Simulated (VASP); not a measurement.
# SiSe2H2 in VASP: notebook

One molecule, SiSe2H2, is run at these levels: PBE, PBE+TS, BLYP+D3(BJ), LDA; tasks: single point, relaxation of the atoms, atomic charges, electron localisation function.

Everything below comes from runs of VASP 6.6.1. Logs are shortened: lines on timing, memory, paths and dates and some standing lists are left out, and cuts for length are marked.

## (1) The structure

The cell holds a molecule in a box, 5 atoms: a = 12.000 Å, b = 12.000 Å, c = 12.000 Å, α = 90.00°, β = 90.00°, γ = 90.00°.

## (2) Single point, PBE (atoms moved at random, drawn with an rms of 0.05 Å)

Input file INCAR:

```
  ALGO = Fast
  EDIFF = 1E-7
  ENCUT = 520
  GGA = PE
  ISIF = 2
  ISMEAR = 0
  LASPH = True
  LCHARG = True
  LELF = True
  LREAL = False
  LVACPOTAV = True
  LVHAR = True
  LWAVE = False
  NELM = 60
  PREC = Accurate
  SIGMA = 0.01
```

Input file KPOINTS:

```
k-points
0
Gamma
  1 1 1
```

Input file POSCAR:

```
SiH2Se2
1.0
   12.0000000000      0.0000000000      0.0000000000
    0.0000000000     12.0000000000      0.0000000000
    0.0000000000      0.0000000000     12.0000000000
Si Se H
1 2 2
Direct
    0.4938050000      0.5151690000      0.4490260000
    0.5843030000      0.4840230000      0.6133850000
    0.6249170000      0.3810660000      0.4490660000
    0.3706090000      0.4842130000      0.4423150000
    0.5184260000      0.6252020000      0.3919570000
```

Potentials or basis: VASP PAW PBE potentials, release 64 (Si, Se, H).

Launch:

```sh
cat potpaw_PBE.64/Si/POTCAR potpaw_PBE.64/Se/POTCAR potpaw_PBE.64/H/POTCAR > POTCAR
mpirun -np 1 vasp_gam > vasp.out
```

OUTCAR:

```text
EDIFF = 1E-7
   ENCUT = 520
   GGA = PE
   ISIF = 2
   ISMEAR = 0
   LASPH = True
   LREAL = False
   NELM = 60
   PREC = Accurate

 ion  position               nearest neighbor table
   1  0.494  0.515  0.449-   5 1.52   4 1.53   3 2.25   2 2.28
   2  0.584  0.484  0.613-   1 2.28   3 2.38
   3  0.625  0.381  0.449-   1 2.25   2 2.38
   4  0.371  0.484  0.442-   1 1.53
   5  0.518  0.625  0.392-   1 1.52

  LATTYP: Found a simple cubic cell.
 ALAT       =    12.0000000000

  Lattice vectors:

 A1 = (  12.0000000000,   0.0000000000,   0.0000000000)
 A2 = (   0.0000000000,  12.0000000000,   0.0000000000)
 A3 = (   0.0000000000,   0.0000000000,  12.0000000000)

Analysis of symmetry for initial positions (statically):
=====================================================================
 Subroutine PRICEL returns:
 Original cell was already a primitive cell.

 Routine SETGRP: Setting up the symmetry group for a
 simple cubic supercell.

 Subroutine GETGRP returns: Found  1 space group operations
 (whereof  1 operations were pure point group operations)
 out of a pool of 48 trial point group operations.

The static configuration has the point symmetry C_1 .

Analysis of symmetry for dynamics (positions and initial velocities):
=====================================================================
 Subroutine PRICEL returns:
 Original cell was already a primitive cell.

 Routine SETGRP: Setting up the symmetry group for a
 simple cubic supercell.

 Subroutine GETGRP returns: Found  1 space group operations
 (whereof  1 operations were pure point group operations)
 out of a pool of 48 trial point group operations.

The dynamic configuration has the point symmetry C_1 .

 Subroutine INISYM returns: Found  1 space group operations
 (whereof  1 operations are pure point group operations),
 and found     1 'primitive' translations

----------------------------------------------------------------------------------------

                                     Primitive cell

  volume of cell :    1728.0000

  direct lattice vectors                    reciprocal lattice vectors
    12.000000000  0.000000000  0.000000000     0.083333333  0.000000000  0.000000000
     0.000000000 12.000000000  0.000000000     0.000000000  0.083333333  0.000000000
     0.000000000  0.000000000 12.000000000     0.000000000  0.000000000  0.083333333

  length of vectors
    12.000000000 12.000000000 12.000000000     0.083333333  0.083333333  0.083333333

  position of ions in fractional coordinates (direct lattice)
     0.493805000  0.515169000  0.449026000
     0.584303000  0.484023000  0.613385000
     0.624917000  0.381066000  0.449066000
     0.370609000  0.484213000  0.442315000
     0.518426000  0.625202000  0.391957000

  ion indices of the primitive-cell ions
   primitive index   ion index
                 1           1
                 2           2
                 3           3
                 4           4
                 5           5

----------------------------------------------------------------------------------------

 KPOINTS: k-points

Automatic generation of k-mesh.
 Grid dimensions read from file:
 generate k-points for:    1    1    1

 Generating k-lattice:

  Cartesian coordinates                     Fractional coordinates (reciprocal lattice)
     0.083333333  0.000000000  0.000000000     1.000000000  0.000000000  0.000000000
     0.000000000  0.083333333  0.000000000     0.000000000  1.000000000  0.000000000
     0.000000000  0.000000000  0.083333333     0.000000000  0.000000000  1.000000000

  Length of vectors
     0.083333333  0.083333333  0.083333333

  Shift w.r.t. Gamma in fractional coordinates (k-lattice)
     0.000000000  0.000000000  0.000000000

 Subroutine IBZKPT returns following result:
 ===========================================

 Found      1 irreducible k-points:

 Following reciprocal coordinates:
            Coordinates               Weight
  0.000000  0.000000  0.000000      1.000000
   k-points           NKPTS =      1   k-points in BZ     NKDIM =      1   number of bands    NBANDS=     13
   number of dos      NEDOS =    301   number of ions     NIONS =      5
   total plane-waves  NPLWV = 729000
   dimension x,y,z NGX =    90 NGY =   90 NGZ =   90
   dimension x,y,z NGXF=   180 NGYF=  180 NGZF=  180
   ions per type =               1   2   2
   NGX,Y,Z   is equivalent  to a cutoff of  12.47, 12.47, 12.47 a.u.
   NGXF,Y,Z  is equivalent  to a cutoff of  24.94, 24.94, 24.94 a.u.
 SYSTEM =  unknown system
   PREC   = accura    normal or accurate (medium, high low for compatibility)
   ISTART =      0    job   : 0-new  1-cont  2-samecut
   ICHARG =      2    charge: 1-file 2-atom 10-const
   ISPIN  =      1    spin polarized calculation?
   LNONCOLLINEAR =      F non collinear calculations
   LSORBIT =      F    spin-orbit coupling
   LASPH  =      T    aspherical Exc in radial PAW
   ENCUT  =  520.0 eV  38.22 Ry    6.18 a.u.  22.31 22.31 22.31*2*pi/ulx,y,z
   NELM   =     60;   NELMIN=  2; NELMDL= -5     # of ELM steps
   EDIFF  = 0.1E-06   stopping-criterion for ELM
   LREAL  =      F    real-space projection
   EDIFFG = 0.1E-05   stopping-criterion for IOM
   NSW    =      0    number of steps for IOM
   IBRION =     -1    ionic relax: 0-MD 1-quasi-New 2-CG
   NFREE  =      0    steps in history (QN), initial steepest desc. (CG)
   ISIF   =      2    stress and relaxation
   ISYM   =      2    0-nonsym 1-usesym 2-fastsym
   POTIM  = 0.5000    time-step for ionic-motion
   TEBEG  =    0.0;   TEEND  =   0.0 temperature during run
   PSTRESS=    0.0 pullay stress
   NELECT =      18.0000    total number of electrons
   NUPDOWN=      -1.0000    fix difference up-down
   EMIN   =  10.00;   EMAX   =-10.00  energy-range for DOS
   EFERMI =   0.00;   METHOD = LEGACY
   ISMEAR =     0;   SIGMA  =   0.01  broadening in eV -4-tet -1-fermi 0-gaus
   EFERMI_NEDOS =   21; number of points for ismear=-14 and -15
   IALGO  =     68    algorithm
   IMIX   =      4    mixing-type and parameters
     AMIX     =   0.40;   BMIX     =  1.00
     AMIX_MAG =   1.60;   BMIX_MAG =  1.00
  volume/ion in A,a.u.               =     345.60      2332.22
  Fermi-wavevector in a.u.,A,eV,Ry     =   0.357534  0.675642  1.739244  0.127831
  Thomas-Fermi vector in A             =   1.275008
   LORBIT       =      0    0 simple, 1 ext, 2 COOP (PROOUT), +10 PAW based schemes
   GGA     = PE    functional components
   LHFCALC =     F    Hartree Fock is set to
   AEXX    =    0.0000 exact exchange contribution
   IVDW    =     0    specifies the selected vdW correction
   LEPSILON=     F    determine dielectric tensor
   LRPA    =     F    only Hartree local field effects (RPA)
 non-spin polarized calculation
 RMM-DIIS sequential band-by-band and
 Gauss-broadening in eV      SIGMA  =   0.01
  energy-cutoff  :      520.00
  volume of cell :     1728.00
 maximum number of plane-waves:     23293
 NGX is ok and might be reduce to    90
   NGX = 45   NGY = 45   NGZ = 45

 number of electron      18.0000002 magnetization

 Free energy of the ion-electron system (eV)
  ---------------------------------------------------
  ext. energy  EPLUGINS =         0.00000000
  ---------------------------------------------------
  free energy    TOTEN  =       -18.77338797 eV

  energy without entropy =      -18.77338797  energy(sigma->0) =      -18.77338797

 E-fermi :  -4.6158     XC(G=0):  -0.9544

 val. band max:       -4.6858634709   @ k =   0.0000   0.0000   0.0000
 cond. band min:      -2.5517382442   @ k =   0.0000   0.0000   0.0000
 fundamental gap:      2.1341252268
 Fermi energy:        -4.6157507387

 k-point     1 :       0.0000    0.0000    0.0000
  band No.  band energies     occupation
      1     -19.1952      2.00000
      2     -15.6992      2.00000
      3     -12.6929      2.00000
      4      -9.0562      2.00000
      5      -8.9715      2.00000
      6      -7.8796      2.00000
      7      -6.9003      2.00000
      8      -6.6703      2.00000
      9      -4.6859      2.00000
     10      -2.5517      0.00000
     11      -1.5581      0.00000
     12      -1.1510      0.00000
     13      -0.3160      0.00000

------------------------ aborting loop because EDIFF is reached ----------------------------------------

  FORCE on cell =-STRESS in cart. coord.  units (eV):
  Direction    XX          YY          ZZ          XY          YZ          ZX
  --------------------------------------------------------------------------------------
  -------------------------------------------------------------------------------------
  Total       -1.1018369     -0.0976746      0.8070459     -0.4452339      1.2729473     -0.6674844
  in kB       -1.0216077     -0.0905625      0.7482816     -0.4128146      1.1802589     -0.6188821
  external PRESSURE =      -0.1212962 kB  Pullay stress =       0.0000000 kB

 VOLUME and BASIS-vectors are now :
 -----------------------------------------------------------------------------
  energy-cutoff  :      520.00
  volume of cell :     1728.00
      direct lattice vectors                 reciprocal lattice vectors
    12.000000000  0.000000000  0.000000000     0.083333333  0.000000000  0.000000000
     0.000000000 12.000000000  0.000000000     0.000000000  0.083333333  0.000000000
     0.000000000  0.000000000 12.000000000     0.000000000  0.000000000  0.083333333

 POSITION                                       TOTAL-FORCE (eV/Angst)
 -----------------------------------------------------------------------------------
      5.92566      6.18203      5.38831        -0.404309      0.366112      0.091826
      7.01164      5.80828      7.36062        -0.332503      0.489247      0.484478
      7.49900      4.57279      5.38879         0.158369     -0.466299     -0.769601
      4.44731      5.81056      5.30778         0.636366      0.071486      0.023111
      6.22111      7.50242      4.70348        -0.057922     -0.460547      0.170186
 -----------------------------------------------------------------------------------
    total drift:                                0.000157      0.000190     -0.000155

  FREE ENERGIE OF THE ION-ELECTRON SYSTEM (eV)
  ---------------------------------------------------
  free  energy   TOTEN  =       -18.7733879707 eV

  energy  without entropy=      -18.7733879707  energy(sigma->0) =      -18.77338797
```

Wall time 96 s (1 thread of Intel Xeon Platinum 8488C (Sapphire Rapids), shared host); peak memory 1.2 GiB.

What came out:

| Item | Value |
| --- | --- |
| Free energy | -18.7734 eV |
| Largest force | 0.914 eV/Å |
| Gap between the frontier levels | 2.13 eV |

Forces in eV/Å, atoms in the order of the input:
```
Si  -0.404  0.366  0.092
Se  -0.333  0.489  0.484
Se   0.158 -0.466 -0.770
H    0.636  0.071  0.023
H   -0.058 -0.461  0.170
```

## (3) Relaxation of the atoms, PBE (atoms moved at random, drawn with an rms of 0.02 Å)

Input file INCAR:

```
SYSTEM = SiH2Se2
  ALGO = Normal
  EDIFF = 1E-6
  EDIFFG = -0.01
  ENCUT = 520
  GGA = PE
  IBRION = 2
  ISIF = 2
  ISMEAR = 0
  LASPH = .TRUE.
  LCHARG = .FALSE.
  LREAL = .FALSE.
  LWAVE = .FALSE.
  NELM = 60
  NSW = 60
  PREC = Accurate
  SIGMA = 0.01
```

Input file KPOINTS:

```
k-points
0
G
  1 1 1
  0 0 0
```

Input file POSCAR:

```
SiH2Se2
1.0
   12.0000000000      0.0000000000      0.0000000000
    0.0000000000     12.0000000000      0.0000000000
    0.0000000000      0.0000000000     12.0000000000
Si Se H
1 2 2
Direct
    0.4957800000      0.5155630000      0.4521870000
    0.5824600000      0.4837350000      0.6134740000
    0.6244750000      0.3821750000      0.4456350000
    0.3767510000      0.4830610000      0.4426500000
    0.5210390000      0.6217740000      0.3922160000
```

Potentials or basis: VASP PAW PBE potentials, release 64 (Si, Se, H).

Launch:

```sh
cat potpaw_PBE.64/Si/POTCAR potpaw_PBE.64/Se/POTCAR potpaw_PBE.64/H/POTCAR > POTCAR
mpirun -np 1 vasp_gam > vasp.out
```

Run time: 6.8 min. Hardware: 1 thread of Intel Xeon Platinum 8488C (Sapphire Rapids), shared host; peak memory 1.2 GiB.

The run converged. Its results:

| Quantity | Value |
| --- | --- |
| Free energy | -18.8358 eV |
| Energy gained by relaxing | 4.7 meV/atom |
| Ionic steps | 15 |
| Largest force after relaxing | 0.007 eV/Å |
| Gap between the frontier levels | 1.87 eV |

Forces on the atoms (eV/Å):
```
Si   0.003  0.000  0.005
Se   0.001  0.005  0.002
Se  -0.003 -0.004 -0.004
H   -0.001 -0.005 -0.003
H    0.001  0.004  0.000
```

The path:
| step | energy change (eV) | largest force (eV/Å) | pressure (GPa) |
| --- | --- | --- | --- |
| 1 | 0.0000 | 0.7987 | 0.08 |
| 2 | -0.0034 | 1.0348 | -0.04 |
| 3 | -0.0213 | 0.2038 | 0.02 |
| 4 | -0.0235 | 0.0386 | 0.00 |
| 5 | -0.0235 | 0.0251 | 0.00 |
| 6 | -0.0236 | 0.0220 | 0.00 |
| 7 | -0.0236 | 0.0404 | 0.00 |
| 8 | -0.0236 | 0.0329 | 0.00 |
| 9 | -0.0237 | 0.0177 | 0.00 |
| 10 | -0.0236 | 0.0413 | 0.00 |
| 11 | -0.0237 | 0.0172 | 0.00 |
| 12 | -0.0237 | 0.0173 | 0.00 |
| 13 | -0.0237 | 0.0112 | 0.00 |
| 14 | -0.0237 | 0.0104 | 0.00 |
| 15 | -0.0237 | 0.0065 | 0.00 |

Final structure:
```cif
data_structure
_symmetry_space_group_name_H-M 'P 1'
_symmetry_Int_Tables_number 1
_cell_length_a 12.0000
_cell_length_b 12.0000
_cell_length_c 12.0000
_cell_angle_alpha 90.000
_cell_angle_beta 90.000
_cell_angle_gamma 90.000
_cell_volume 1728.00
loop_
_atom_site_label
_atom_site_type_symbol
_atom_site_fract_x
_atom_site_fract_y
_atom_site_fract_z
_atom_site_occupancy
Si1 Si 0.49553 0.51624 0.45143 1
Se1 Se 0.58260 0.48460 0.61523 1
Se2 Se 0.62533 0.38016 0.44457 1
H1 H 0.37652 0.48301 0.44245 1
H2 H 0.52052 0.62229 0.39248 1
```

Levels at points of the mesh, in eV from the valence-band top:
| k point | band 5 | band 6 | band 7 | band 8 | band 9 | band 10 | band 11 | band 12 | band 13 |
| --- | --- | --- | --- | --- | --- | --- | --- | --- | --- |
| (0.00, 0.00, 0.00) | -4.23 | -2.91 | -2.20 | -1.75 | 0.00 | 1.87 | 3.33 | 3.86 | 4.51 |

## (4) Atomic charges, PBE+TS

Input file INCAR:

```
PREC     = Accurate       # precision mode
ENCUT    = 520            # plane-wave cutoff, eV
EDIFF    = 1E-6           # SCF threshold, eV
ISMEAR   = 0              # smearing method
SIGMA    = 0.01           # smearing width, eV
LREAL    = F              # projectors in reciprocal space
LASPH    = T              # aspherical terms in the spheres
NELM     = 80             # most SCF steps
ALGO     = Fast           # electronic algorithm
ISIF     = 2              # what is computed and relaxed
LWAVE    = F              # write WAVECAR
LCHARG   = F              # write CHGCAR
GGA      = PE             # functional
IVDW     = 2              # dispersion correction
LORBIT   = 11             # projections on sites
```

Input file KPOINTS:

```
Automatic mesh
0
Gamma
  1 1 1
```

Input file POSCAR:

```
SiH2Se2
1.0
   12.0000000000      0.0000000000      0.0000000000
    0.0000000000     12.0000000000      0.0000000000
    0.0000000000      0.0000000000     12.0000000000
Si Se H
1 2 2
Direct
    0.4953375000      0.5160708300      0.4512708300
    0.5830291700      0.4850958300      0.6131291700
    0.6249041700      0.3818541700      0.4446708300
    0.3772625000      0.4820041700      0.4427958300
    0.5193541700      0.6216458300      0.3925375000
```

Launch:

```sh
cat potpaw_PBE.64/Si/POTCAR potpaw_PBE.64/Se/POTCAR potpaw_PBE.64/H/POTCAR > POTCAR
mpirun -np 1 vasp_gam > vasp.out
```

Wall time 87 s (1 thread of Intel Xeon Platinum 8488C (Sapphire Rapids), shared host); peak memory 1.2 GiB.

Results (log left out):

```
Free energy                                           : -18.8460 eV
Largest force                                         : 0.488 eV/Å
Gap between the frontier levels                       : 1.97 eV
Valence electrons inside the program's atomic spheres : Si 1.68; Se 3.82; H 0.59
Hirshfeld charges                                     : Si +0.22; Se -0.06; H -0.05 e
Dispersion energy per atom                            : -0.004 eV
```

Forces in eV/Å, atoms in the order of the input:
```
Si  -0.153  0.115 -0.107
Se   0.057  0.112  0.469
Se   0.239 -0.337 -0.260
H   -0.165 -0.038 -0.018
H    0.023  0.148 -0.085
```

Levels at points of the mesh, in eV from the valence-band top:
```tsv
k point	band 7	band 8	band 9	band 10	band 11	band 12
(0.00, 0.00, 0.00)	-2.23	-1.83	0.00	1.97	3.35	3.90
```

## (5) Electron localisation function, PBE

Input file INCAR:

```
SYSTEM = SiH2Se2
PREC = Accurate
ENCUT = 520
EDIFF = 1E-6
ISMEAR = 0
SIGMA = 0.01
LREAL = .False.
LASPH = .True.
NELM = 100
ALGO = Normal
ISIF = 2
LWAVE = .False.
LCHARG = .True.
GGA = PE
LELF = .True.
```

Input file KPOINTS:

```
regular mesh
0
Gamma
  1 1 1
  0 0 0
```

POSCAR is that of step 4.

Launch:

```sh
cat potpaw_PBE.64/Si/POTCAR potpaw_PBE.64/Se/POTCAR potpaw_PBE.64/H/POTCAR > POTCAR
mpirun -np 1 vasp_gam > vasp.out
```

Wall time 84 s (1 thread of Intel Xeon Platinum 8488C (Sapphire Rapids), shared host); peak memory 1.2 GiB.

The run converged. Its results:

| Property | Result |
| --- | --- |
| Free energy | -18.8256 eV |
| Largest force | 0.474 eV/Å |
| Gap between the frontier levels | 1.97 eV |

Forces on the atoms (eV/Å):
```
Si  -0.153  0.114 -0.106
Se   0.047  0.117  0.455
Se   0.226 -0.325 -0.261
H   -0.146 -0.038 -0.013
H    0.025  0.131 -0.074
```

Levels at points of the mesh, in eV from the valence-band top:
| k point | band 6 | band 7 | band 8 | band 9 | band 10 | band 11 | band 12 | band 13 |
| --- | --- | --- | --- | --- | --- | --- | --- | --- |
| (0.00, 0.00, 0.00) | -3.00 | -2.23 | -1.83 | 0.00 | 1.97 | 3.35 | 3.90 | 4.49 |

Expect the measured gap to be larger: semilocal functionals such as PBE lack the derivative discontinuity.

(Part 1 of 2 ends here.)
